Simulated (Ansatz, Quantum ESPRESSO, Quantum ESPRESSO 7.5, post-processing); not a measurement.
# 1 layers of W in Li(110), on the host's sites: ballistic transmission

How well does the junction conduct in the ballistic limit? It is: 1 layers of W in Li(110), on the host's sites.

Main program and level: Quantum ESPRESSO 7.5; plane-wave DFT, PBE, JTH PAW pseudopotentials (cross-check by Ansatz 0.2.0 with PAW datasets).

### Step 1. The structure

The cell holds 14 atoms: 13 Li and 1 W. Cell: a = 3.440 Å, b = 2.979 Å, c = 33.543 Å, α = 90.0°, β = 90.0°, γ = 54.7°. It derives from Li. Regions: left lead, 6 atoms (6 Li); channel, 2 atoms (1 W and 1 Li); right lead, 6 atoms (6 Li). The structure is stacked along c, and the current runs across the ab planes.

### Step 2. SCF with pw.x

One periodic cell holds a stretch of lead, the junction and more lead; the atoms stay as built.

scf.in

```
&control
  prefix = 'scf'
  outdir = './out'
  pseudo_dir = './pseudo'
  calculation = 'scf'
  tprnfor = .true.
/
&system
  ibrav = 0
  nat = 14
  ntyp = 2
  ecutwfc = 45
  ecutrho = 360
  occupations = 'smearing'
  smearing = 'mv'
  degauss = 0.01
/
&electrons
  conv_thr = 1e-07
  mixing_beta = 0.25
  electron_maxstep = 120
  mixing_mode = 'local-TF'
/
ATOMIC_SPECIES
  Li  6.9400  Li.GGA_PBE-JTH.UPF
  W   183.8400  W.GGA_PBE-JTH.UPF
CELL_PARAMETERS angstrom
  3.44000000000000 0.00000000000000 0.00000000000000
  1.72000000000000 2.43244732728172 0.00000000000000
  0.00000000000000 0.00000000000000 33.54335546497417
ATOMIC_POSITIONS crystal
  Li  0.000000000000 0.000000000000 0.000000000000
  Li  0.500000000000 0.000000000000 0.072516517610
  Li  0.000000000000 0.000000000000 0.145033035220
  Li  0.500000000000 0.000000000000 0.217549552831
  Li  0.000000000000 0.000000000000 0.290066070441
  Li  0.500000000000 0.000000000000 0.362582588051
  W   0.000000000000 0.000000000000 0.427483482390
  Li  0.500000000000 0.000000000000 0.492384376728
  Li  0.000000000000 0.000000000000 0.564900894339
  Li  0.500000000000 0.000000000000 0.637417411949
  Li  0.000000000000 0.000000000000 0.709933929559
  Li  0.500000000000 0.000000000000 0.782450447169
  Li  0.000000000000 0.000000000000 0.854966964780
  Li  0.500000000000 0.000000000000 0.927483482390
K_POINTS automatic
  8 10 1 0 0 0
```

Started as:

```sh
$ OMP_NUM_THREADS=1 mpirun -n 2 pw.x -nk 2 -in scf.in > scf.out
```

Planned after this: transmission with pwcond.x; the open system, with epsproj = 0.01; transmission with pwcond.x, with nenergy = 0; cross-check with Ansatz; all levels side by side; by hand. Settings of the main run: cutoff 45 Ry, smearing, Marzari-Vanderbilt smearing, smearing width 0.01 Ry, SCF threshold 1.00e-7 Ry, jth-pbe-2.0 potentials, 8×10×1 k-mesh, mpi ranks 2, pools 2, omp threads 1, 1 layers.

Q: Predict the conductance from T at the Fermi level, a cell (G₀ = 2e²/h).

The junction conducts 0.462 G₀ a cell at the Fermi level (PBE, JTH PAW). At the Fermi level the junction passes 52 % of what the leads offer. At the Fermi level pwcond and Ansatz differ by 0.32 %, a close match.

- conductance from T at the Fermi level, a cell (G₀ = 2e²/h): 0.462 G₀
- conductance per area: 428 S/μm²
- lead channels per spin: 0.90
- the same conductance by Ansatz: 0.461 G₀

The mean rests on 43 distinct points, the heaviest weighing 0.03, and the mesh was not tested, so even the second digit is unsure. Over -0.4 to 0.4 eV, T lies between 0.25 and 0.46 per spin. The geometry is as built, not relaxed, and the leads are short. Spin-orbit coupling is left out; depending on the atoms that carry the levels of interest, it can split and shift them by tenths of an eV to an eV or more.

[Logs are printed without paths, hosts, clocks, repeated set-up lines and the standing remarks that a program may print on its own settings, such as how far it seeks lower states.]

[Hosts, paths, dates, database ids (printed as entryN), source tags and the programs' standing remarks are cut or masked in the printed files.]

[Maps of the electrostatic potential energy from Ansatz leave out the sawtooth potential of an applied field or a dipole correction, so their vacuum need not be flat; planar profiles and work functions include it.]
